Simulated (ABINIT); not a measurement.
BN, 2 atoms in the cell. It takes space group F-43m (No. 216, cubic). Conventional cell: a = 3.626 Å, b = 3.626 Å, c = 3.626 Å, α = 90.00°, β = 90.00°, γ = 90.00°. N (site symmetry -43m) has 4 B at 1.57 Å as nearest neighbours. B (site symmetry -43m) has 4 N at 1.57 Å as nearest neighbours. The cell is a database's computed one.

| Item | Value |
| --- | --- |
| Program | ABINIT 10.8.3 (patched build) |
| Task | single point |
| Functional | PBEsol |
| Potentials or basis | PseudoDojo NC SR PBEsol v0.4.1 standard |
| Cutoff | 980 eV |
| k mesh | 10 × 10 × 10 |
| Occupations | fermi-dirac, width 0.05 eV |
| Spin | no spin polarisation |

Potentials or basis: PseudoDojo NC SR PBEsol v0.4.1 standard.

The run is started by

```bash
$ abinit run.abi > log 2>&1
```

Hardware: 1 thread of Intel(R) Xeon(R) Processor @ 2.70GHz (shared host).

Q: How long does it take, and how much memory?

A: It took 9.9 s on 1 thread of Intel(R) Xeon(R) Processor @ 2.70GHz, with other jobs on the host, peak memory 0.06 GiB. Counts: scf iterations 9, mpi ranks 1, k points 47, bands 8, plane waves 854.
